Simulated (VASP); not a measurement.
Set up this calculation in VASP 6.6.1, as the native input.

* Task: relaxation of cell and atoms
* Functional: PBE
* Potentials or basis: VASP PAW PBE potentials, release 64 (As)
* Cutoff: 600 eV
* k mesh: 12 × 12 × 10
* Occupations: gaussian, width 0.03 eV
* Spin: no spin polarisation
* Further INCAR settings: ALGO = Normal; EDIFF = 1e-07; IBRION = 2; EDIFFG = -0.005; NSW = 90; ISIF = 3

The structure of As lies in POSCAR:

```
As                                      
1.0
    1.9064425605      1.1006851254      3.6028447711
   -1.9064425605      1.1006851254      3.6028447711
    0.0000000000     -2.2013702510      3.6028447711
  As            
     2
Direct
     0.7734740935485802    0.7734740935485802    0.7734740935485789
     0.2265259064514196    0.2265259064514196    0.2265259064514210
```

One way to write it, as run:

INCAR

```
SYSTEM = As
ALGO = Normal ; EDIFF = 1E-7
EDIFFG = -0.005 ; ENCUT = 600
GGA = PE ; IBRION = 2
ISIF = 3 ; ISMEAR = 0
LASPH = .TRUE. ; LCHARG = .FALSE.
LREAL = .FALSE. ; LWAVE = .FALSE.
NELM = 80 ; NSW = 90
PREC = Accurate ; SIGMA = 0.03
```

KPOINTS

```
k-points
0
G
  12 12 10
  0 0 0
```

Potentials or basis: VASP PAW PBE potentials, release 64 (As).

Run with:

```console
$ cat potpaw_PBE.64/As/POTCAR > POTCAR
$ mpirun -np 1 vasp_std > vasp.out
```

Results of the run:

```
Relaxed volume                         : 22.69 Å³/atom
Relaxed cell                           : a = 4.222 Å, b = 4.222 Å, c = 4.222 Å, α = 53.69°, β = 53.69°, γ = 53.69°
Space group after relaxing (to 0.05 Å) : R-3m (No. 166)
Energy gained by relaxing              : 0.0 meV/atom
Ionic steps                            : 2
Pressure after relaxing                : 0.0 GPa
Largest force after relaxing           : 0.003 eV/Å
Band gap on the k mesh                 : none (metal or under the smearing width)
```

Run time: 6.5 min on 1 thread of Intel(R) Xeon(R) Platinum 8259CL CPU @ 2.50GHz (Skylake/Cascade Lake), with other jobs on the host, peak memory 0.34 GiB.
